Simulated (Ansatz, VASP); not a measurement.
# InAs: VASP beside Ansatz, part 3 of 3

One calculation is typed for both programs; each brings its own data sets. How far apart do they land? The cell is taken from a series of runs on this material, whose earlier steps may have relaxed, scaled, displaced or heated it; both programs get it as it stands.

VASP 6.6.1 and Ansatz 0.2.0.

So far: The starting structure; Ansatz: zone-centre phonons, LDA; VASP: zone-centre phonons, LDA.

## 3. VASP: zone-centre phonons, LDA (continued)

Level of this step: LDA; plane waves and PAW (As, In_d) (VASP).

Numbers of over 12 decimals in the logs are rounded to 6 here.

OUTCAR, selected parts (step 3):

```text
ion  position               nearest neighbor table
   1  0.750  0.750  0.750-   2 2.62   2 2.62   2 2.62   2 2.62
   2  0.000  0.000  0.000-   1 2.62   1 2.62   1 2.62   1 2.62

  LATTYP: Found a body centered tetragonal cell.
 ALAT       =     4.3033346683
 C/A-ratio  =     1.3842814123

 Subroutine GETGRP returns: Found  2 space group operations
 (whereof  2 operations were pure point group operations)

The static configuration has the point symmetry C_1h.

   k-points           NKPTS =   1728   k-points in BZ     NKDIM =   1728   number of bands    NBANDS=     15

   dimension x,y,z NGX =    32 NGY =   32 NGZ =   32
   dimension x,y,z NGXF=    64 NGYF=   64 NGZF=   64

   ENCUT  =  500.0 eV  36.75 Ry    6.06 a.u.   7.76  7.76  7.85*2*pi/ulx,y,z

   NELECT =      18.0000    total number of electrons

 k-points in reciprocal lattice and weights: Points of the shifted mesh
   0.04166667  0.04166667  0.04166667       0.001
   0.04166667  0.04166667  0.12500000       0.001
   0.04166667  0.04166667  0.20833333       0.001
   0.04166667  0.04166667  0.29166667       0.001
   0.04166667  0.04166667  0.37500000       0.001
   0.04166667  0.04166667  0.45833333       0.001
   0.04166667  0.04166667  0.54166667       0.001
   0.04166667  0.04166667  0.62500000       0.001
   0.04166667  0.04166667  0.70833333       0.001
[...]
0.95833333  0.95833333  0.87500000       0.001
   0.95833333  0.95833333  0.95833333       0.001

 average (electrostatic) potential at core
       1 -53.0969       2 -96.0933

  Total       -0.2061456     -0.2061456      0.0518934     -0.0017138     -0.0026188     -0.0026187
  in kB       -5.9879041     -5.9879041      1.5073449     -0.0497800     -0.0760669     -0.0760667
  external PRESSURE =      -3.4894877 kB  Pullay stress =       0.0000000 kB

  energy-cutoff  :      500.00
  volume of cell :       55.16
      direct lattice vectors                 reciprocal lattice vectors
     0.000000000  3.042917126  2.978513096    -0.164316010  0.164316010  0.167868995
     3.042917126  0.000000000  2.978513096     0.164316010 -0.164316010  0.167868995
     3.042917126  3.042917126  0.000000000     0.164316010  0.164316010 -0.167868995

 POSITION                                       TOTAL-FORCE (eV/Angst)
 -----------------------------------------------------------------------------------
      4.56428      4.56428      4.46771         0.000090      0.000090      0.000009
      0.00010      0.00010      0.00006        -0.000090     -0.000090     -0.000009
 -----------------------------------------------------------------------------------
    total drift:                                0.000008      0.000008      0.000002

 Eigenvectors and eigenvalues of the dynamical matrix
 ----------------------------------------------------

   1 f  =    6.418716 THz    40.329985 2PiTHz  214.105335 cm-1    26.545666 meV
             X         Y         Z           dx          dy          dz
      4.564279  4.564279  4.467710     0.550623    0.550623   -0.002158
      0.000097  0.000097  0.000059    -0.443633   -0.443633    0.001743

   2 f  =    6.414796 THz    40.305353 2PiTHz  213.974570 cm-1    26.529454 meV
             X         Y         Z           dx          dy          dz
      4.564279  4.564279  4.467710     0.550625   -0.550625    0.000000
      0.000097  0.000097  0.000059    -0.443635    0.443635   -0.000000

   3 f  =    6.368955 THz    40.017327 2PiTHz  212.445484 cm-1    26.339871 meV
             X         Y         Z           dx          dy          dz
      4.564279  4.564279  4.467710    -0.001528   -0.001528   -0.778153
      0.000097  0.000097  0.000059     0.001230    0.001230    0.628069

   4 f/i=    0.002535 THz     0.015925 2PiTHz    0.084545 cm-1     0.010482 meV
             X         Y         Z           dx          dy          dz
      4.564279  4.564279  4.467710    -0.000543   -0.000543    0.628071
      0.000097  0.000097  0.000059    -0.000672   -0.000672    0.778155

   5 f/i=    0.008128 THz     0.051073 2PiTHz    0.271136 cm-1     0.033617 meV
             X         Y         Z           dx          dy          dz
      4.564279  4.564279  4.467710     0.443635   -0.443635    0.000000
      0.000097  0.000097  0.000059     0.550625   -0.550625    0.000000

   6 f/i=    0.008136 THz     0.051122 2PiTHz    0.271399 cm-1     0.033649 meV
             X         Y         Z           dx          dy          dz
      4.564279  4.564279  4.467710     0.443634    0.443634    0.000767
      0.000097  0.000097  0.000059     0.550625    0.550625    0.000951

 ELASTIC MODULI CONTR FROM IONIC RELAXATION (kBar)
 Direction    XX          YY          ZZ          XY          YZ          ZX
 --------------------------------------------------------------------------------
 XX          -0.0024      0.0003     -0.0003     -0.0679      0.7458     -0.1228
 YY           0.0003     -0.0024     -0.0003     -0.1804     -0.0015      0.7366
 ZZ          -0.0003     -0.0003     -0.0023      0.6576      0.2071      0.2676
 XY          -0.0679     -0.1804      0.6576   -239.6099      1.5914      0.4794
 YZ           0.7458     -0.0015      0.2071      1.5914   -235.4466      1.6257
 ZX          -0.1228      0.7366      0.2676      0.4794      1.6257   -235.4743
 --------------------------------------------------------------------------------
```

The gap is read on the k-mesh alone, so it is an upper bound where the band edges lie off the mesh.

## 4. Differences

Known differences besides the potentials themselves: the two LDA forms differ slightly; the data sets hold 28 valence electrons in Ansatz (on its PAW soft_1 files) and 18 in VASP; the cutoff is 420 eV in Ansatz and 500 eV in VASP; VASP's log shows a relativistic correction to its local exchange, Ansatz's none. Total energies have different zeros and are not compared.

Both answers:

| quantity | Ansatz | VASP | difference |
| --- | --- | --- | --- |
| optical mode 1 (cm⁻¹) | 211.6 | 212.4 | -0.42 % |
| optical mode 2 (cm⁻¹) | 213.2 | 214.0 | -0.36 % |
| optical mode 3 (cm⁻¹) | 213.4 | 214.1 | -0.35 % |

Modes are paired by rising frequency, not by their patterns, so a pair may set unlike modes beside each other; they are those without the splitting of longitudinal modes.

## 5. Outcome

| Property | Result |
| --- | --- |
| r.m.s. difference of the optical zone-centre modes, each program's sorted by frequency (zone-centre phonons, LDA) | 0.81 cm⁻¹ |

In words: The r.m.s. difference of the optical zone-centre modes, each program's sorted by frequency is 0.81 cm⁻¹ (zone-centre phonons, LDA). The data sets hold unlike numbers of valence electrons (28 in Ansatz and 18 in VASP), so part of the differences comes from the potentials. Such differences can come from data sets, numerical settings and the points named under the comparisons, not from the functional's error against experiment.

[Lines on the potential files, build, host, timing and source positions are cut from VASP's logs without a mark.]

[Logs are printed without paths, hosts, clocks, repeated set-up lines and the standing remarks that a program may print on its own settings, such as how far it seeks lower states.]

[Hosts, paths, dates, database ids (printed as entryN), source tags and the programs' standing remarks are cut or masked in the printed files.]
